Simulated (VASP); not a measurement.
# AlNi3 (Pm-3m) in VASP: equation of state

How stiff is AlNi3 in PBE, and what volume does it want? The cell is scaled to several volumes.

All numbers are computed with VASP 6.6.1; they aren't measurements. Logs are shortened: lines on timing, memory, paths and dates and some standing lists are left out, and cuts for length are marked.

### 1 The crystal as given

It takes space group Pm-3m (No. 221, cubic). The conventional cell has a = 3.523 Å, b = 3.523 Å, c = 3.523 Å, α = 90.00°, β = 90.00°, γ = 90.00°. Ni (site symmetry 4/mmm) has 8 Ni at 2.49 Å and 4 Al at 2.49 Å as nearest neighbours. Around Al (site symmetry m-3m) lie 12 Ni at 2.49 Å.

The cell is a database's computed one.

### 2 Equation of state, PBE, collinear spin, ferromagnetic start, 10.28 Å³/atom (volume scaled by 0.94)

Contents of INCAR:

```
SYSTEM = AlNi3
PREC = Accurate
ENCUT = 520
EDIFF = 1E-7
ISMEAR = -1
SIGMA = 0.05
LREAL = .FALSE.
LASPH = .TRUE.
NELM = 100
ALGO = Normal
ISIF = 2
LWAVE = .FALSE.
LCHARG = .FALSE.
ISPIN = 2
MAGMOM = 1 1 1 0
LORBIT = 11
LMAXMIX = 4
GGA = PE
NBANDS = 28
```

Contents of KPOINTS:

```
regular mesh
0
G
  8 8 8
  0 0 0
```

Contents of POSCAR:

```
AlNi3
1.0
    3.4511354705      0.0000000000      0.0000000000
    0.0000000000      3.4511354705      0.0000000000
    0.0000000000      0.0000000000      3.4511354705
Ni Al
3 1
Direct
    0.5000000000      0.5000000000      0.0000000000
    0.5000000000      0.0000000000      0.5000000000
    0.0000000000      0.5000000000      0.5000000000
    0.0000000000      0.0000000000      0.0000000000
```

Potentials or basis: VASP PAW PBE potentials, release 64 (Ni, Al).

Run with:

```console
cat potpaw_PBE.64/Ni/POTCAR potpaw_PBE.64/Al/POTCAR > POTCAR
mpirun -np 1 vasp_std > vasp.out
```

OUTCAR:

```text
SYSTEM = AlNi3
   PREC = Accurate
   ENCUT = 520
   EDIFF = 1E-7
   ISMEAR = -1
   LREAL = .FALSE.
   LASPH = .TRUE.
   NELM = 100
   ISIF = 2
   ISPIN = 2
   LORBIT = 11
   GGA = PE

 Found     35 irreducible k-points:

 Following reciprocal coordinates:
            Coordinates               Weight
  0.000000  0.000000  0.000000      1.000000
  0.125000  0.000000  0.000000      6.000000
  0.250000  0.000000  0.000000      6.000000
  0.375000  0.000000  0.000000      6.000000
  0.500000  0.000000  0.000000      3.000000
  0.125000  0.125000  0.000000     12.000000
   k-points           NKPTS =     35   k-points in BZ     NKDIM =     35   number of bands    NBANDS=     28
   number of dos      NEDOS =    301   number of ions     NIONS =      4
   total plane-waves  NPLWV =  21952
   dimension x,y,z NGX =    28 NGY =   28 NGZ =   28
   dimension x,y,z NGXF=    56 NGYF=   56 NGZF=   56
   ions per type =               3   1
   NGX,Y,Z   is equivalent  to a cutoff of  13.49, 13.49, 13.49 a.u.
   NGXF,Y,Z  is equivalent  to a cutoff of  26.98, 26.98, 26.98 a.u.
 SYSTEM =  AlNi3
   PREC   = accura    normal or accurate (medium, high low for compatibility)
   ISTART =      0    job   : 0-new  1-cont  2-samecut
   ICHARG =      2    charge: 1-file 2-atom 10-const
   ISPIN  =      2    spin polarized calculation?
   LNONCOLLINEAR =      F non collinear calculations
   LSORBIT =      F    spin-orbit coupling
   LASPH  =      T    aspherical Exc in radial PAW
   ENCUT  =  520.0 eV  38.22 Ry    6.18 a.u.   6.42  6.42  6.42*2*pi/ulx,y,z
   NELM   =    100;   NELMIN=  2; NELMDL= -5     # of ELM steps
   EDIFF  = 0.1E-06   stopping-criterion for ELM
   LREAL  =      F    real-space projection
   EDIFFG = 0.1E-05   stopping-criterion for IOM
   NSW    =      0    number of steps for IOM
   IBRION =     -1    ionic relax: 0-MD 1-quasi-New 2-CG
   NFREE  =      0    steps in history (QN), initial steepest desc. (CG)
   ISIF   =      2    stress and relaxation
   ISYM   =      2    0-nonsym 1-usesym 2-fastsym
   POTIM  = 0.5000    time-step for ionic-motion
   TEBEG  =    0.0;   TEEND  =   0.0 temperature during run
   PSTRESS=    0.0 pullay stress
   NELECT =      33.0000    total number of electrons
   NUPDOWN=      -1.0000    fix difference up-down
   EMIN   =  10.00;   EMAX   =-10.00  energy-range for DOS
   EFERMI =   0.00;   METHOD = LEGACY
   ISMEAR =    -1;   SIGMA  =   0.05  broadening in eV -4-tet -1-fermi 0-gaus
   EFERMI_NEDOS =   21; number of points for ismear=-14 and -15
   IALGO  =     38    algorithm
   IMIX   =      4    mixing-type and parameters
     AMIX     =   0.40;   BMIX     =  1.00
     AMIX_MAG =   1.60;   BMIX_MAG =  1.00
  volume/ion in A,a.u.               =      10.28        69.35
  Fermi-wavevector in a.u.,A,eV,Ry     =   1.521543  2.875299 31.498740  2.315092
  Thomas-Fermi vector in A             =   2.630244
   LORBIT       =     11    0 simple, 1 ext, 2 COOP (PROOUT), +10 PAW based schemes
   GGA     = PE    functional components
   LHFCALC =     F    Hartree Fock is set to
   AEXX    =    0.0000 exact exchange contribution
   IVDW    =     0    specifies the selected vdW correction
   LEPSILON=     F    determine dielectric tensor
   LRPA    =     F    only Hartree local field effects (RPA)
 spin polarized calculation
  energy-cutoff  :      520.00
  volume of cell :       41.10
 maximum number of plane-waves:      1141
 NGX is ok and might be reduce to    28
   NGX = 13   NGY = 13   NGZ = 13

 number of electron      32.9999970 magnetization       0.5989616

 Free energy of the ion-electron system (eV)
  ---------------------------------------------------
  ext. energy  EPLUGINS =         0.00000000
  ---------------------------------------------------
  free energy    TOTEN  =       -21.63564656 eV

  energy without entropy =      -21.60572813  energy(sigma->0) =      -21.62068735

 E-fermi :  10.8122     XC(G=0): -13.1934

 val. band max:       10.8119643924   @ k =   0.1250   0.0000   0.0000
 cond. band min:      10.8124508119   @ k =   0.2500   0.0000   0.0000
 fundamental gap:      0.0004864195
 Fermi energy:        10.8122194871

 spin component 1

 k-point     1 :       0.0000    0.0000    0.0000
  band No.  band energies     occupation
      1       0.2116      1.00000
      2       5.9621      1.00000
      3       6.7024      1.00000
      4       6.7024      1.00000
      5       7.1109      1.00000
      6       7.1109      1.00000
[... 20 lines left out ...]
     27      25.6405      0.00000
     28      25.6405      0.00000

 k-point     2 :       0.1250    0.0000    0.0000
  band No.  band energies     occupation
      1       0.4158      1.00000
      2       6.0263      1.00000
      3       6.5902      1.00000
      4       6.8351      1.00000
      5       7.1483      1.00000
      6       7.1483      1.00000
[... 20 lines left out ...]
     27      24.9901      0.00000
     28      24.9901      0.00000

 k-point     3 :       0.2500    0.0000    0.0000
  band No.  band energies     occupation
      1       1.0165      1.00000
      2       5.8033      1.00000
      3       6.4889      1.00000
      4       7.1979      1.00000
      5       7.2501      1.00000
      6       7.2501      1.00000
[... 20 lines left out ...]
     27      25.7078      0.00000
     28      25.7078      0.00000

 k-point     4 :       0.3750    0.0000    0.0000
  band No.  band energies     occupation
      1       1.9689      1.00000
      2       4.7171      1.00000
      3       6.7424      1.00000
      4       7.3772      1.00000
      5       7.3772      1.00000
      6       7.4582      1.00000
[... 20 lines left out ...]
     27      26.4317      0.00000
     28      27.0125      0.00000

 k-point     5 :       0.5000    0.0000    0.0000
  band No.  band energies     occupation
      1       2.9219      1.00000
      2       3.6440      1.00000
      3       6.8845      1.00000
      4       7.4425      1.00000
      5       7.4425      1.00000
      6       7.5384      1.00000
[... 20 lines left out ...]
     27      27.3509      0.00000
     28      28.6852      0.00000

 k-point     6 :       0.1250    0.1250    0.0000
  band No.  band energies     occupation
      1       0.6179      1.00000
      2       6.1016      1.00000
      3       6.6009      1.00000
      4       6.8379      1.00000
      5       7.1309      1.00000
      6       7.1768      1.00000
[... 20 lines left out ...]
     27      24.2761      0.00000
     28      25.8743      0.00000

 [... further k-points ...]

 spin component 2

 k-point     1 :       0.0000    0.0000    0.0000
  band No.  band energies     occupation
      1       0.1893      1.00000
      2       6.0278      1.00000
      3       6.8288      1.00000
      4       6.8288      1.00000
      5       7.3479      1.00000
      6       7.3479      1.00000
[... 20 lines left out ...]
     27      25.6423      0.00000
     28      25.6423      0.00000

 k-point     2 :       0.1250    0.0000    0.0000
  band No.  band energies     occupation
      1       0.3934      1.00000
      2       6.0900      1.00000
      3       6.7027      1.00000
      4       6.9640      1.00000
      5       7.3785      1.00000
      6       7.3785      1.00000
[... 20 lines left out ...]
     27      24.9891      0.00000
     28      24.9891      0.00000

 k-point     3 :       0.2500    0.0000    0.0000
  band No.  band energies     occupation
      1       0.9942      1.00000
      2       5.8451      1.00000
      3       6.5759      1.00000
      4       7.3341      1.00000
      5       7.4585      1.00000
      6       7.4585      1.00000
[... 20 lines left out ...]
     27      25.7093      0.00000
     28      25.7093      0.00000

 k-point     4 :       0.3750    0.0000    0.0000
  band No.  band energies     occupation
      1       1.9467      1.00000
      2       4.7208      1.00000
      3       6.8271      1.00000
      4       7.5495      1.00000
      5       7.5495      1.00000
      6       7.7306      1.00000
[... 20 lines left out ...]
     27      26.4190      0.00000
     28      27.0213      0.00000

 k-point     5 :       0.5000    0.0000    0.0000
  band No.  band energies     occupation
      1       2.8962      1.00000
      2       3.6397      1.00000
      3       6.9706      1.00000
      4       7.5911      1.00000
      5       7.5911      1.00000
      6       7.8244      1.00000
[... 20 lines left out ...]
     27      27.3345      0.00000
     28      28.7037      0.00000

 k-point     6 :       0.1250    0.1250    0.0000
  band No.  band energies     occupation
      1       0.5956      1.00000
      2       6.1645      1.00000
      3       6.7079      1.00000
      4       6.9597      1.00000
      5       7.3580      1.00000
      6       7.4000      1.00000
[... 20 lines left out ...]
     27      24.2783      0.00000
     28      25.8822      0.00000

 [... further k-points ...]

------------------------ aborting loop because EDIFF is reached ----------------------------------------

  FORCE on cell =-STRESS in cart. coord.  units (eV):
  Direction    XX          YY          ZZ          XY          YZ          ZX
  --------------------------------------------------------------------------------------
  -------------------------------------------------------------------------------------
  Total        5.7403622      5.7403622      5.7403622      0.0000000     -0.0000000     -0.0000000
  in kB      223.7504169    223.7504169    223.7504169      0.0000000     -0.0000000     -0.0000000
  external PRESSURE =     223.7504169 kB  Pullay stress =       0.0000000 kB

 VOLUME and BASIS-vectors are now :
 -----------------------------------------------------------------------------
  energy-cutoff  :      520.00
  volume of cell :       41.10
      direct lattice vectors                 reciprocal lattice vectors
     3.451135471  0.000000000  0.000000000     0.289759706  0.000000000  0.000000000
     0.000000000  3.451135471  0.000000000     0.000000000  0.289759706  0.000000000
     0.000000000  0.000000000  3.451135471     0.000000000  0.000000000  0.289759706

 POSITION                                       TOTAL-FORCE (eV/Angst)
 -----------------------------------------------------------------------------------
      1.72557      1.72557      0.00000         0.000000      0.000000      0.000000
      1.72557      0.00000      1.72557         0.000000      0.000000      0.000000
      0.00000      1.72557      1.72557         0.000000      0.000000      0.000000
      0.00000      0.00000      0.00000         0.000000      0.000000      0.000000
 -----------------------------------------------------------------------------------
    total drift:                                0.000000      0.000000      0.000000

  FREE ENERGIE OF THE ION-ELECTRON SYSTEM (eV)
  ---------------------------------------------------
  free  energy   TOTEN  =       -21.6356465638 eV

  energy  without entropy=      -21.6057281333  energy(sigma->0) =      -21.62068735

 total charge

# of ion       s       p       d       tot
------------------------------------------
    1        0.536   0.607   8.431   9.574
    2        0.536   0.607   8.431   9.574
    3        0.536   0.607   8.431   9.574
    4        0.421   0.434   0.000   0.855
--------------------------------------------------
tot          2.030   2.253  25.292  29.576

 magnetization (x)

# of ion       s       p       d       tot
------------------------------------------
    1       -0.003  -0.008   0.221   0.210
    2       -0.003  -0.008   0.221   0.210
    3       -0.003  -0.008   0.221   0.210
    4       -0.001  -0.007   0.000  -0.007
--------------------------------------------------
tot         -0.008  -0.032   0.663   0.623
```

It took 58 s on 1 thread of Intel Xeon 6975P-C (Granite Rapids), shared host; peak memory 0.2 GiB.

What came out:

| Property | Result |
| --- | --- |
| Free energy | -21.6356 eV |
| Pressure | 22.4 GPa |
| Band gap on the k mesh | none (metal or under the smearing width) |
| Net moment | 0.60 μB per cell |
| Site moments | Ni +0.21; Al -0.01 μB |
| Valence electrons inside the program's atomic spheres | Ni 9.57; Al 0.85 |

### 3 Equation of state, PBE, collinear spin, ferromagnetic start, 10.49 Å³/atom (volume scaled by 0.96)

Contents of INCAR:

```
PREC = Accurate ; ENCUT = 520
EDIFF = 1E-7 ; ISMEAR = -1
SIGMA = 0.05 ; LREAL = F
LASPH = T ; NELM = 150
ALGO = Normal ; ISIF = 2
LWAVE = F ; LCHARG = F
ISPIN = 2 ; MAGMOM = 1 1 1 0
LORBIT = 11 ; LMAXMIX = 4
GGA = PE ; NBANDS = 28
```

Contents of KPOINTS:

```
Automatic mesh
0
Gamma
  8 8 8
```

Contents of POSCAR:

```
AlNi3
1.0
    3.4754400422      0.0000000000      0.0000000000
    0.0000000000      3.4754400422      0.0000000000
    0.0000000000      0.0000000000      3.4754400422
Ni Al
3 1
Direct
    0.5000000000      0.5000000000      0.0000000000
    0.5000000000      0.0000000000      0.5000000000
    0.0000000000      0.5000000000      0.5000000000
    0.0000000000      0.0000000000      0.0000000000
```

Potentials or basis: VASP PAW PBE potentials, release 64 (Ni, Al).

Run with:

```console
cat potpaw_PBE.64/Ni/POTCAR potpaw_PBE.64/Al/POTCAR > POTCAR
mpirun -np 1 vasp_std > vasp.out
```

It took 51 s on 1 thread of Intel Xeon 6975P-C (Granite Rapids), shared host; peak memory 0.2 GiB.

It converged, with:

| Item | Value |
| --- | --- |
| Free energy | -21.7423 eV |
| Pressure | 16.8 GPa |
| Band gap on the k mesh | none (metal or under the smearing width) |
| Net moment | 0.63 μB per cell |
| Site moments | Ni +0.22; Al -0.01 μB |
| Valence electrons inside the program's atomic spheres | Ni 9.53; Al 0.84 |

### 4 Equation of state, PBE, collinear spin, ferromagnetic start, 10.71 Å³/atom (volume scaled by 0.98)

Contents of INCAR:

```
ALGO = Normal
EDIFF = 1E-7
ENCUT = 520
GGA = PE
ISIF = 2
ISMEAR = -1
ISPIN = 2
LASPH = T
LCHARG = F
LMAXMIX = 4
LORBIT = 11
LREAL = F
LWAVE = F
MAGMOM = 1 1 1 0
NBANDS = 28
NELM = 150
PREC = Accurate
SIGMA = 0.05
```

Contents of KPOINTS:

```
k-points
0
Gamma
  8 8 8
```

Contents of POSCAR:

```
AlNi3
1.0
    3.4994093517      0.0000000000      0.0000000000
    0.0000000000      3.4994093517      0.0000000000
    0.0000000000      0.0000000000      3.4994093517
Ni Al
3 1
Direct
    0.5000000000      0.5000000000      0.0000000000
    0.5000000000      0.0000000000      0.5000000000
    0.0000000000      0.5000000000      0.5000000000
    0.0000000000      0.0000000000      0.0000000000
```

Run with:

```console
cat potpaw_PBE.64/Ni/POTCAR potpaw_PBE.64/Al/POTCAR > POTCAR
mpirun -np 1 vasp_std > vasp.out
```

Run time: 49 s. Hardware: 1 thread of Intel Xeon 6975P-C (Granite Rapids), shared host; peak memory 0.2 GiB.

It converged, with:

| Item | Value |
| --- | --- |
| Free energy | -21.8201 eV |
| Pressure | 11.8 GPa |
| Band gap on the k mesh | none (metal or under the smearing width) |
| Net moment | 0.65 μB per cell |
| Site moments | Ni +0.23; Al -0.01 μB |
| Valence electrons inside the program's atomic spheres | Ni 9.49; Al 0.83 |

### 5 Equation of state, PBE, collinear spin, ferromagnetic start, 11.15 Å³/atom (volume scaled by 1.02)

Contents of INCAR:

```
SYSTEM = AlNi3
PREC = Accurate
ENCUT = 520
EDIFF = 1E-7
ISMEAR = -1
SIGMA = 0.05
LREAL = .FALSE.
LASPH = .TRUE.
NELM = 150
ALGO = Normal
ISIF = 2
LWAVE = .FALSE.
LCHARG = .FALSE.
ISPIN = 2
MAGMOM = 1 1 1 0
LORBIT = 11
LMAXMIX = 4
GGA = PE
NBANDS = 28
```

Contents of KPOINTS:

```
regular mesh
0
G
  8 8 8
  0 0 0
```

Contents of POSCAR:

```
AlNi3
1.0
    3.5463868949      0.0000000000      0.0000000000
    0.0000000000      3.5463868949      0.0000000000
    0.0000000000      0.0000000000      3.5463868949
Ni Al
3 1
Direct
    0.5000000000      0.5000000000      0.0000000000
    0.5000000000      0.0000000000      0.5000000000
    0.0000000000      0.5000000000      0.5000000000
    0.0000000000      0.0000000000      0.0000000000
```

Run with:

```console
cat potpaw_PBE.64/Ni/POTCAR potpaw_PBE.64/Al/POTCAR > POTCAR
mpirun -np 1 vasp_std > vasp.out
```

Run time: 51 s. Hardware: 1 thread of Intel Xeon 6975P-C (Granite Rapids), shared host; peak memory 0.2 GiB.

It converged, with:

```yaml
Free_energy: -21.9008 eV
Pressure: 3.3 GPa
Band_gap_on_the_k_mesh: none (metal or under the smearing width)
Net_moment: 0.68 μB per cell
Site_moments: Ni +0.24; Al -0.01 μB
Valence_electrons_inside_the_program's_atomic_spheres: Ni 9.41; Al 0.81
```

### 6 Equation of state, PBE, collinear spin, ferromagnetic start, 11.37 Å³/atom (volume scaled by 1.04)

Contents of INCAR:

```
PREC = Accurate
ENCUT = 520
EDIFF = 1E-7
ISMEAR = -1
SIGMA = 0.05
LREAL = F
LASPH = T
NELM = 150
ALGO = Normal
ISIF = 2
LWAVE = F
LCHARG = F
ISPIN = 2
MAGMOM = 1 1 1 0
LORBIT = 11
LMAXMIX = 4
GGA = PE
NBANDS = 28
```

Contents of KPOINTS:

```
Automatic mesh
0
Gamma
  8 8 8
```

Contents of POSCAR:

```
AlNi3
1.0
    3.5694160265      0.0000000000      0.0000000000
    0.0000000000      3.5694160265      0.0000000000
    0.0000000000      0.0000000000      3.5694160265
Ni Al
3 1
Direct
    0.5000000000      0.5000000000      0.0000000000
    0.5000000000      0.0000000000      0.5000000000
    0.0000000000      0.5000000000      0.5000000000
    0.0000000000      0.0000000000      0.0000000000
```

Potentials or basis: VASP PAW PBE potentials, release 64 (Ni, Al).

Run with:

```console
cat potpaw_PBE.64/Ni/POTCAR potpaw_PBE.64/Al/POTCAR > POTCAR
mpirun -np 1 vasp_std > vasp.out
```

Wall time 46 s (1 thread of Intel Xeon 6975P-C (Granite Rapids), shared host); peak memory 0.21 GiB.

It converged, with:

```
Free energy                                           : -21.9087 eV
Pressure                                              : -0.3 GPa
Band gap on the k mesh                                : none (metal or under the smearing width)
Net moment                                            : 0.70 μB per cell
Site moments                                          : Ni +0.25; Al -0.01 μB
Valence electrons inside the program's atomic spheres : Ni 9.38; Al 0.80
```

### 7 Equation of state, PBE, collinear spin, ferromagnetic start, 11.59 Å³/atom (volume scaled by 1.06)

Contents of INCAR:

```
SYSTEM = AlNi3
  PREC = Accurate
  ENCUT = 520
  EDIFF = 1E-7
  ISMEAR = -1
  SIGMA = 0.05
  LREAL = .FALSE.
  LASPH = .TRUE.
  NELM = 100
  ALGO = Normal
  ISIF = 2
  LWAVE = .FALSE.
  LCHARG = .FALSE.
  ISPIN = 2
  MAGMOM = 1 1 1 0
  LORBIT = 11
  LMAXMIX = 4
  GGA = PE
  NBANDS = 28
```

Contents of KPOINTS:

```
regular mesh
0
G
  8 8 8
  0 0 0
```

Contents of POSCAR:

```
AlNi3
1.0
    3.5921517734      0.0000000000      0.0000000000
    0.0000000000      3.5921517734      0.0000000000
    0.0000000000      0.0000000000      3.5921517734
Ni Al
3 1
Direct
    0.5000000000      0.5000000000      0.0000000000
    0.5000000000      0.0000000000      0.5000000000
    0.0000000000      0.5000000000      0.5000000000
    0.0000000000      0.0000000000      0.0000000000
```

Run with:

```console
cat potpaw_PBE.64/Ni/POTCAR potpaw_PBE.64/Al/POTCAR > POTCAR
mpirun -np 1 vasp_std > vasp.out
```

Run time: 52 s. Hardware: 1 thread of Intel Xeon 6975P-C (Granite Rapids), shared host; peak memory 0.2 GiB.

The run converged. Its results:

| Quantity | Value |
| --- | --- |
| Free energy | -21.8979 eV |
| Pressure | -3.6 GPa |
| Band gap on the k mesh | none (metal or under the smearing width) |
| Net moment | 0.71 μB per cell |
| Site moments | Ni +0.25; Al -0.01 μB |
| Valence electrons inside the program's atomic spheres | Ni 9.34; Al 0.79 |

### 8 Equation of state, PBE, collinear spin, ferromagnetic start

Potentials or basis: VASP PAW PBE potentials, release 64 (Ni, Al).

This step only gathers the single runs of the series.

What came out:

* Equilibrium volume: 11.35 Å³/atom
* Bulk modulus: 179 GPa
* Pressure derivative of the bulk modulus: 4.6

Energy against volume, from the lowest point:
```
volume (Å³/atom)  energy (meV/atom)
          10.276              68.26
          10.495              41.60
          10.713              22.15
          10.932               9.17
          11.151               1.98
          11.369               0.00
          11.588               2.69
```
